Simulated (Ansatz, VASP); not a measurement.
# Cross-check of TiO2 (1T-TiO2, 2 layers, AA stacking) between VASP and Ansatz, part 2 of 3

Wanted: the spread between two codes on one cell, functional and k mesh. Of the first pair: The structure shown is the start of the Ansatz relaxation below; VASP solves that cell, so the two are compared at the walk's first step.

VASP 6.6.1 and Ansatz 0.2.0.

So far: Set-up; Ansatz: relaxation, PBE with D3(BJ).

## 3. VASP: single point, PBE with D3(BJ), start cell, pair 1

Level of this step: PBE with D3(BJ), no spin polarisation; plane waves and PAW (O, Ti_sv) (VASP).

The same cell, functional, mesh and smearing now go to VASP, with its own data sets.

Lines of VASP's logs that name or quote its potential files are left out, and so is its time.

File INCAR:

```
SYSTEM = TiO2
PREC = Accurate
ENCUT = 520
EDIFF = 1E-06
NELM = 120
ISMEAR = -1
SIGMA = 0.05
LREAL = .FALSE.
ALGO = Normal
GGA = PE
IVDW = 12
NBANDS = 30
LASPH = .TRUE.
LORBIT = 11
LWAVE = .FALSE.
LCHARG = .FALSE.
ISIF = 2
LDIPOL = .TRUE.
IDIPOL = 3
DIPOL = 0.5 0.5 0.5
LVHAR = .TRUE.
GGA_COMPAT = .FALSE.
EFERMI = MIDGAP
NELMDL = -8
KPAR = 2
```

File POSCAR:

```
TiO2
1.0
    2.9900000000      0.0000000000      0.0000000000
   -1.4950000000      2.5894160000      0.0000000000
    0.0000000000      0.0000000000     25.2223840000
O Ti
4 2
Direct
    0.6666666667      0.3333333333      0.3370022437
    0.3333333333      0.6666666667      0.4345819174
    0.6666666667      0.3333333333      0.5654180826
    0.3333333333      0.6666666667      0.6629977563
    0.0000000000      0.0000000000      0.3857920806
    0.0000000000      0.0000000000      0.6142079194
```

File KPOINTS:

```
Automatic mesh
0
Gamma
12 12 1
0 0 0
```

PAW data sets: O and Ti_sv (PBE family, release 64).

Launch:

```bash
> mpirun -np 2 vasp_std
```

Numbers of over 12 decimals in the logs are rounded to 6 here.

The log of the run:

```text
[banner, memory and clock lines left out]
running    2 mpi-ranks, on    1 nodes
 distrk:  each k-point on    1 cores,    2 groups
 distr:  one band on    1 cores,    1 groups

 POSCAR found type information on POSCAR O Ti
 POSCAR found :  2 types and       6 ions
 LDA part: xc-table for (Slater+PW92), standard interpolation
 POSCAR, INCAR and KPOINTS ok, starting setup
 FFT: planning ... GRIDC
 FFT: planning ... GRID_SOFT
 FFT: planning ... GRID
 WAVECAR not read
 entering main loop
       N       E                     dE             d eps       ncg     rms          rms(c)
DAV:   1     0.590562186384E+03    0.59056E+03   -0.24331E+04  1292   0.150E+03
DAV:   2     0.329086818364E+02   -0.55765E+03   -0.53921E+03  1406   0.443E+02
DAV:   3    -0.605414573003E+02   -0.93450E+02   -0.90427E+02  1738   0.173E+02
DAV:   4    -0.670947253903E+02   -0.65533E+01   -0.65464E+01  1824   0.432E+01
DAV:   5    -0.676615621526E+02   -0.56684E+00   -0.56679E+00  1634   0.884E+00
DAV:   6    -0.676790381977E+02   -0.17476E-01   -0.17476E-01  1696   0.193E+00
DAV:   7    -0.676798181092E+02   -0.77991E-03   -0.77991E-03  1646   0.301E-01
DAV:   8    -0.676798285532E+02   -0.10444E-04   -0.10444E-04  1656   0.483E-02    0.264E+01
DAV:   9    -0.562227360014E+02    0.11457E+02   -0.15059E+02  1510   0.893E+01    0.251E+01
DAV:  10    -0.526646179339E+02    0.35581E+01   -0.78401E+01  1524   0.625E+01    0.104E+01
DAV:  11    -0.513846135432E+02    0.12800E+01   -0.33461E+00  1292   0.135E+01    0.705E+00
DAV:  12    -0.510618829720E+02    0.32273E+00   -0.10409E+01  1530   0.221E+01    0.639E+00
DAV:  13    -0.507141590429E+02    0.34772E+00   -0.44547E+00  1496   0.145E+01    0.198E+00
DAV:  14    -0.506837817438E+02    0.30377E-01   -0.14932E-01  1514   0.305E+00    0.145E+00
[...]
DAV:  20    -0.506513969115E+02   -0.79764E-04   -0.62337E-05  1298   0.441E-02    0.332E-02
DAV:  21    -0.506514366697E+02   -0.39758E-04   -0.10218E-04  1504   0.751E-02    0.116E-02
DAV:  22    -0.506514516616E+02   -0.14992E-04   -0.18383E-05  1546   0.307E-02    0.191E-02
DAV:  23    -0.506514655694E+02   -0.13908E-04   -0.75479E-06  1238   0.184E-02    0.842E-03
DAV:  24    -0.506514803308E+02   -0.14761E-04   -0.48516E-06  1202   0.152E-02    0.107E-03
DAV:  25    -0.506514912773E+02   -0.10947E-04   -0.35851E-06  1110   0.123E-02    0.618E-03
DAV:  26    -0.506514973322E+02   -0.60550E-05   -0.67811E-07   644   0.597E-03    0.373E-03
DAV:  27    -0.506514982376E+02   -0.90535E-06   -0.33645E-07   570   0.314E-03
   1 F= -.51532889E+02 E0= -.51532889E+02  d E =-.932723E-08
```

OUTCAR, selected parts (step 3):

```text
ion  position               nearest neighbor table
   1  0.667  0.333  0.337-   5 2.12   5 2.12   5 2.12
   2  0.333  0.667  0.435-   5 2.12   5 2.12   5 2.12
   3  0.667  0.333  0.565-   6 2.12   6 2.12   6 2.12
   4  0.333  0.667  0.663-   6 2.12   6 2.12   6 2.12
   5  0.000  0.000  0.386-   2 2.12   2 2.12   1 2.12   1 2.12   2 2.12   1 2.12
   6  0.000  0.000  0.614-   3 2.12   3 2.12   4 2.12   4 2.12   3 2.12   4 2.12

  LATTYP: Found a hexagonal cell.
 ALAT       =     2.9900000000
 C/A-ratio  =     8.4355799331

 Subroutine GETGRP returns: Found 12 space group operations
 (whereof 12 operations were pure point group operations)

The static configuration has the point symmetry D_3d.

 Found     19 irreducible k-points:

   k-points           NKPTS =     19   k-points in BZ     NKDIM =     19   number of bands    NBANDS=     30

   dimension x,y,z NGX =    24 NGY =   24 NGZ =  192
   dimension x,y,z NGXF=    48 NGYF=   48 NGZF=  384

   ENCUT  =  520.0 eV  38.22 Ry    6.18 a.u.   5.56  5.56 46.90*2*pi/ulx,y,z

   NELECT =      48.0000    total number of electrons

 k-points in reciprocal lattice and weights: Automatic mesh
   0.00000000  0.00000000  0.00000000       0.007
   0.08333333 -0.00000000  0.00000000       0.042
   0.16666667 -0.00000000  0.00000000       0.042
   0.25000000  0.00000000  0.00000000       0.042
   0.33333333 -0.00000000  0.00000000       0.042
   0.41666667 -0.00000000  0.00000000       0.042
   0.50000000  0.00000000  0.00000000       0.021
   0.08333333  0.08333333  0.00000000       0.042
   0.16666667  0.08333333  0.00000000       0.083
[...]
0.33333333  0.25000000  0.00000000       0.083
   0.33333333  0.33333333  0.00000000       0.014

 dipolmoment           0.000000      0.000000     -0.000000 electrons x Angstroem

 average (electrostatic) potential at core
       1 -78.2830       2 -78.2841       3 -78.2841       4 -78.2830       5 -85.6268
       6 -85.6268

 E-fermi :  -3.7614

 k-point     1 :       0.0000    0.0000    0.0000
  band No.  band energies     occupation
    ...
     20      -5.1152      2.00000
     21      -4.5876      2.00000
     22      -4.5876      2.00000
     23      -4.5826      2.00000
     24      -4.5826      2.00000
     25      -2.3809      0.00000
     26      -2.3809      0.00000
     27      -2.3803      0.00000
     28      -2.3803      0.00000
     29      -1.7103      0.00000
    ...

 k-point     2 :       0.0833   -0.0000    0.0000
  band No.  band energies     occupation
    ...
     20      -5.0023      2.00000
     21      -4.9309      2.00000
     22      -4.9140      2.00000
     23      -4.7169      2.00000
     24      -4.7108      2.00000
     25      -2.3599      0.00000
     26      -2.3579      0.00000
     27      -2.2504      0.00000
     28      -2.2501      0.00000
     29      -1.6866      0.00000
    ...

 k-point     3 :       0.1667   -0.0000    0.0000
  band No.  band energies     occupation
    ...
     20      -5.7024      2.00000
     21      -4.9882      2.00000
     22      -4.9804      2.00000
     23      -4.9694      2.00000
     24      -4.8330      2.00000
     25      -2.4026      0.00000
     26      -2.3954      0.00000
     27      -1.9662      0.00000
     28      -1.9656      0.00000
     29      -1.5868      0.00000
    ...

 Edisp (eV)   -0.88139

  Total      -7.79908    -7.79908   -20.84593     0.00000     0.00000    -0.00000
  in kB     -63.98749   -63.98749  -171.03019     0.00000     0.00000    -0.00000
  external pressure =      -99.67 kB  Pullay stress =        0.00 kB

  energy-cutoff  :      520.00
  volume of cell :      195.28
      direct lattice vectors                 reciprocal lattice vectors
     2.990000000  0.000000000  0.000000000     0.334448161  0.193093732  0.000000000
    -1.495000000  2.589416000  0.000000000     0.000000000  0.386187465  0.000000000
     0.000000000  0.000000000 25.222384000     0.000000000  0.000000000  0.039647323

 POSITION                                       TOTAL-FORCE (eV/Angst)
 -----------------------------------------------------------------------------------
      1.49500      0.86314      8.50000        -0.000000      0.000000      4.140082
     -0.00000      1.72628     10.96119        -0.000000      0.000000     -4.113648
      1.49500      0.86314     14.26119         0.000000     -0.000000      4.113648
     -0.00000      1.72628     16.72238        -0.000000     -0.000000     -4.140082
      0.00000      0.00000      9.73060         0.000000     -0.000000      0.047302
      0.00000      0.00000     15.49179         0.000000     -0.000000     -0.047302
 -----------------------------------------------------------------------------------
    total drift:                               -0.000000      0.000000     -0.000000

  FREE ENERGIE OF THE ION-ELECTRON SYSTEM (eV)
  ---------------------------------------------------
  free  energy   TOTEN  =       -51.5328892578 eV

  energy  without entropy=      -51.5328892485  energy(sigma->0) =      -51.53288925

 vacuum level on the upper side and lower side of the slab         4.294         4.294

 total charge
# of ion       s       p       d       tot
------------------------------------------
    1        1.583   3.317   0.000   4.900
    2        1.583   3.317   0.000   4.900
    3        1.583   3.317   0.000   4.900
    4        1.583   3.317   0.000   4.900
    5        2.181   6.200   1.636  10.017
    6        2.181   6.200   1.636  10.017
--------------------------------------------------
tot         10.695  25.667   3.271  39.633

[... 3 further parts left out ...]
```

## 4. Comparison

Known differences besides the potentials themselves: the cutoff is 420 eV in Ansatz and 520 eV in VASP. Total energies have different zeros and are not compared.

Forces (eV/Å; atoms numbered as in POSCAR):

```tsv
atom	Ansatz x, y, z	VASP x, y, z
O1	0.000, 0.000, 4.196	0.000, 0.000, 4.140
O2	0.000, 0.000, -4.170	0.000, 0.000, -4.114
O3	0.000, 0.000, 4.170	0.000, 0.000, 4.114
O4	0.000, 0.000, -4.196	0.000, 0.000, -4.140
Ti5	0.000, 0.000, 0.047	0.000, 0.000, 0.047
Ti6	0.000, 0.000, -0.047	0.000, 0.000, -0.047
```

The forces differ by 26 meV/Å r.m.s., which is 1.4 % of the r.m.s. force of 1.946 eV/Å (both taken over all components). With vacuum in the cell, a pressure given here is an average over mostly empty space and none of the material.

## 5. Ansatz: relaxation, PBE with D3(BJ)

This run makes the geometry at which the two programs are then compared.

The structure compared here is the end of the Ansatz relaxation.

File input.yaml:

```yaml
crystal:
  lattice:
    - [2.99, 0.0, 0.0]
    - [-1.495, 2.5894159573, 0.0]
    - [0.0, 0.0, 25.2223842461]
  atoms:
    - { symbol: O, position: [0.6666666667, 0.3333333333, 0.3370022404] }
    - { symbol: Ti, position: [0.0, 0.0, 0.3857920792] }
    - { symbol: O, position: [0.3333333333, 0.6666666667, 0.434581918] }
    - { symbol: O, position: [0.6666666667, 0.3333333333, 0.565418082] }
    - { symbol: Ti, position: [0.0, 0.0, 0.6142079208] }
    - { symbol: O, position: [0.3333333333, 0.6666666667, 0.6629977596] }
kpoints:
  mp_grid: { grid: [12, 12, 1] }
hamiltonian:
  xc: pbe
  dispersion: d3bj
scf:
  occupations: { method: fermi_dirac, width: 0.05 }
  convergence: { dr2_threshold: 1.0e-08 }
efield:
  axis: 3
  dipole_correction: true
  ramp_position: 0.97
  ramp_width: 0.04
relax:
  f_tol: 0.01
  cell: { fix: [c, alpha, beta] }
output:
  write_potential: true
  write_density: true
  volumetric_format: npy
```

Launch:

```bash
> ansatz run input.yaml --threads 4 --pin off --max-ram 8192MiB --backend cpu --events-out ev --progress --plain --runs-dir out
```

The log of the run:

```text
[...]
Crystal: 6 atoms, lattice volume = 195.281 Å³
Basis set: ecut = 420 eV, 3733 PW (Γ), exchange–correlation on 40×40×360 points (8 copies of the dense FFT grid, shifted against one another)
[...]
atoms:
    - { symbol: O, position: [0.666667, 0.333333, 0.371039] }
    - { symbol: Ti, position: [7.39541874512882e-18, 0, 0.409482] }
    - { symbol: O, position: [0.333333, 0.666667, 0.447781] }
    - { symbol: O, position: [0.666667, 0.333333, 0.552219] }
    - { symbol: Ti, position: [-7.395420108228913e-18, 0, 0.590518] }
    - { symbol: O, position: [0.333333, 0.666667, 0.628961] }
[key lines of the parts left out:]
SCF converged after 6 iterations
Free energy (F): -7277.629924 eV
Fermi energy:    -1.471651 eV
Dipole field:    D = -0.000000 V/Å  (p = -0.000000 e·Å, saw-weighted, corrected)
Work function:   Φ+ = 6.8831 eV   Φ− = 6.8831 eV
P = ⅓ Tr σ = -0.0324 GPa (-0.324 kbar)
```

## 6. VASP: single point, PBE with D3(BJ), relaxed cell, pair 2

The same cell, functional, mesh and smearing now go to VASP, with its own data sets.

Edit INCAR of step 3 so:

```diff
@@ -2,3 +2,3 @@
 PREC = Accurate
-ENCUT = 520
+ENCUT = 600
 EDIFF = 1E-06
```

File POSCAR:

```
TiO2
1.0
    2.9760414949      0.0000000000      0.0000000000
   -1.4880207474      2.5773275373      0.0000000000
    0.0000000000      0.0000000000     25.2223842461
O Ti
4 2
Direct
    0.6666666667      0.3333333333      0.3710388228
    0.3333333333      0.6666666667      0.4477805587
    0.6666666667      0.3333333333      0.5522194413
    0.3333333333      0.6666666667      0.6289611772
    0.0000000000      0.0000000000      0.4094817423
    0.0000000000      0.0000000000      0.5905182576
```

KPOINTS is that of step 3.

Launch:

```bash
> mpirun -np 2 vasp_std
```

The log of the run:

```text
[... set-up lines as in an earlier step ...]
 entering main loop
       N       E                     dE             d eps       ncg     rms          rms(c)
DAV:   1     0.648587271706E+03    0.64859E+03   -0.26064E+04  1268   0.165E+03
DAV:   2     0.406813513403E+02   -0.60791E+03   -0.58639E+03  1388   0.466E+02
DAV:   3    -0.614658966601E+02   -0.10215E+03   -0.99563E+02  1760   0.183E+02
DAV:   4    -0.689561452111E+02   -0.74902E+01   -0.74803E+01  1796   0.477E+01
[...]
DAV:  27    -0.529530342970E+02   -0.11987E-05   -0.66772E-08   570   0.217E-03    0.655E-04
DAV:  28    -0.529530353714E+02   -0.10744E-05   -0.56191E-08   588   0.179E-03    0.152E-04
DAV:  29    -0.529530356646E+02   -0.29324E-06   -0.22451E-08   570   0.910E-04
   1 F= -.53988800E+02 E0= -.53988800E+02  d E =-.202503E-11
```

Parts of OUTCAR (step 6):

```text
 Edisp (eV)   -1.03576

  Total       0.23868     0.23868     0.04661     0.00000     0.00000     0.00000
  in kB       1.97670     1.97670     0.38599     0.00000     0.00000     0.00000
  external pressure =        1.45 kB  Pullay stress =        0.00 kB

 POSITION                                       TOTAL-FORCE (eV/Angst)
 -----------------------------------------------------------------------------------
      1.48802      0.85911      9.35848         0.000000     -0.000000     -0.055229
     -0.00000      1.71822     11.29409        -0.000000      0.000000      0.056200
      1.48802      0.85911     13.92829         0.000000     -0.000000     -0.056200
     -0.00000      1.71822     15.86390        -0.000000      0.000000      0.055229
      0.00000      0.00000     10.32811        -0.000000      0.000000     -0.001319
      0.00000      0.00000     14.89428        -0.000000     -0.000000      0.001319
 -----------------------------------------------------------------------------------
    total drift:                               -0.000000      0.000000      0.000008

  FREE ENERGIE OF THE ION-ELECTRON SYSTEM (eV)
  ---------------------------------------------------
  free  energy   TOTEN  =       -53.9888002790 eV

  energy  without entropy=      -53.9888002790  energy(sigma->0) =      -53.98880028

[... 1 part as in an earlier step ...]

[... 2 further parts left out ...]
[key lines of the parts left out:]
E-fermi :  -2.9066
```

## 7. Differences

What differs besides the data sets and the points named for the pairs above, as far as they apply: the cutoff is 420 eV in Ansatz and 600 eV in VASP; Ansatz's pressure holds a Pulay correction, VASP's none. Total energies have different zeros and are not compared.

Both answers:

```tsv
quantity	Ansatz	VASP	difference
pressure (GPa)	-0.03	0.14	-0.18
gap on the k mesh (eV)	2.652	2.628	+0.025
```

Forces (eV/Å; atoms numbered as in POSCAR):

```tsv
atom	Ansatz x, y, z	VASP x, y, z
O1	0.000, 0.000, 0.002	0.000, 0.000, -0.055
O2	0.000, 0.000, -0.001	0.000, 0.000, 0.056
O3	0.000, 0.000, 0.001	0.000, 0.000, -0.056
O4	0.000, 0.000, -0.002	0.000, 0.000, 0.055
Ti5	0.000, 0.000, 0.000	0.000, 0.000, -0.001
Ti6	0.000, 0.000, 0.000	0.000, 0.000, 0.001
```

The forces differ by 27 meV/Å r.m.s., where the r.m.s. force is 0.001 eV/Å in Ansatz and 0.026 eV/Å in VASP: the atoms lie near their places of rest in Ansatz, so a percentage would say little (all taken over all components). A gap on the mesh is an upper bound, since the band edges may lie between its points. With vacuum in the cell, a pressure given here is an average over mostly empty space and none of the material.

[end of part 2 of 3]

[Lines on the potential files, build, host, timing and source positions are cut from VASP's logs without a mark.]

[Logs are printed without paths, hosts, clocks, repeated set-up lines and the standing remarks that a program may print on its own settings, such as how far it seeks lower states.]

[Hosts, paths, dates, database ids (printed as entryN), source tags and the programs' standing remarks are cut or masked in the printed files.]
